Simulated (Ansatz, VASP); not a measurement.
**Se: VASP beside Ansatz**

```
CELL_PARAMETERS angstrom
2.00161 1.15563 1.63417
-2.00161 1.15563 1.63417
0.00000 -2.31125 1.63417
ATOMIC_POSITIONS crystal
Se 0.00000 0.00000 0.00000
```

Alike in both runs: functional PBE; k mesh 16 × 16 × 16; occupations gaussian, width 0.05 eV; no spin polarisation.

Ansatz relaxed the structure, and its values are those at the end. VASP's run is a single point on that final structure, the one shown.

|  | VASP | Ansatz |
| --- | --- | --- |
| version | VASP 6.6.1 | Ansatz 0.2.0 |
| potentials or method | VASP PAW PBE potentials, release 64 (Se) | scalar-relativistic, plane waves, PAW |
| plane-wave cutoff (eV) | 520 | 420 |
| valence electrons in the cell | 6 | 16 |

|  | VASP | Ansatz | Ansatz less VASP |
| --- | --- | --- | --- |
| gap on the k mesh at the Fermi level (eV) | none | none | - |
| pressure (GPa) | 0.0 | 0.0 | -0.03 |

A gap of «none» marks a metal or a gap that the smearing closes. The two sets of potentials don't hold the same shells in valence.
